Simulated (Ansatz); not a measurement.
Density of states of BaTiO₃

```cif
data_structure
_symmetry_space_group_name_H-M 'P4mm'
_symmetry_Int_Tables_number 99
_cell_length_a 3.9998
_cell_length_b 3.9998
_cell_length_c 4.0180
_cell_angle_alpha 90.000
_cell_angle_beta 90.000
_cell_angle_gamma 90.000
_cell_volume 64.28
loop_
_atom_site_label
_atom_site_type_symbol
_atom_site_symmetry_multiplicity
_atom_site_Wyckoff_symbol
_atom_site_fract_x
_atom_site_fract_y
_atom_site_fract_z
_atom_site_occupancy
Ba1 Ba 1 a 0.00000 0.00000 0.00000 1
Ti1 Ti 1 b 0.50000 0.50000 0.48200 1
O1 O 1 b 0.50000 0.50000 0.01600 1
O2 O 2 c 0.50000 0.00000 0.51500 1
```

The runs use the primitive cell with vectors (4.000, 0.000, 0.000), (0.000, 4.000, 0.000), (0.000, 0.000, 4.018) Å, to which the k mesh refers.

The geometry is COD entry 2100858, unchecked; take it as a test cell.

No spin–orbit coupling, which matters for the heavy atoms here.

These are results of DFT, PBEsol, all-electron LAPW, scalar-relativistic in Ansatz 0.2.0, not measurements.

Numerical set-up: a Γ-centred 7×7×7 k mesh, Fermi–Dirac smearing of 0.08 eV, basis error target 1 meV/atom, no spin polarisation.

Q: Which of the resolved shells contributes most in the top eV of the valence band?

A: O 2p, with 93 % of all states there; Ti 3d follows with 2 %.

Q: Where is the centre of the filled Ti 3d states between -13 eV and the top of the filled states?

A: -3.02 eV from the valence-band top.

Q: Tabulate the density of states.

A: States per eV and cell, averaged over 0.6 eV, from -4.7 to 3.5 eV, with energies (bin centres) from the valence-band top; empty bins are left out. The partial columns, the largest 4 alone, are projections on Löwdin-orthogonalised atomic shells (those that the program's projection atoms carry: the occupied ones and, for some elements, an empty d or f shell; other empty shells have no column), summed over atoms of an element. Weights on diffuse s and p shells depend on that basis and aren't pure angular character.
```
E (eV)  total  O 2p  Ti 3d  Ba 5p  Ba 6s
  -4.5   0.64  0.49   0.06   0.00   0.00
  -3.9   3.30  2.36   0.66   0.02   0.05
  -3.3   4.14  3.02   0.84   0.06   0.06
  -2.7   6.75  5.24   0.96   0.27   0.03
  -2.1   3.43  2.72   0.48   0.11   0.01
  -1.5   2.65  2.34   0.15   0.03   0.02
  -0.9   6.61  6.06   0.21   0.12   0.02
  -0.3   2.48  2.37   0.03   0.03   0.00
   2.1   0.75  0.07   0.67   0.00   0.00
   2.7   2.00  0.28   1.65   0.00   0.00
   3.3   4.79  0.93   3.67   0.00   0.03
```
